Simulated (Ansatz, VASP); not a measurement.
## One calculation of BN, two programs

```
CELL_PARAMETERS angstrom
2.53830 0.00000 0.00000
-1.26915 2.19823 0.00000
0.00000 0.00000 6.48236
ATOMIC_POSITIONS crystal
B 0.33333 0.66667 0.25000
B 0.66667 0.33333 0.75000
N 0.33333 0.66667 0.75000
N 0.66667 0.33333 0.25000
```

Alike in both runs: task single point; functional LDA; k mesh 12 × 12 × 4; occupations gaussian, width 0.05 eV; no spin polarisation.

```csv
,VASP,Ansatz
version,VASP 6.6.1,Ansatz 0.2.0
potentials or method,"VASP PAW LDA potentials, release 64 (B, N)","scalar-relativistic, plane waves, PAW"
plane-wave cutoff (eV),520,420
valence electrons in the cell,16,16
```

```tsv
	VASP	Ansatz	Ansatz less VASP
gap on the k mesh at the Fermi level (eV)	3.95	3.96	+0.015
least direct gap on the mesh (eV)	4.31	4.33	+0.015
pressure (GPa)	-13.3	-13.7	-0.41
largest component of the traceless stress (GPa)	13.05	13.63	+0.575
```

A k mesh can miss the band edges. LDA gaps usually lie below the measured ones, often by a third to a half.
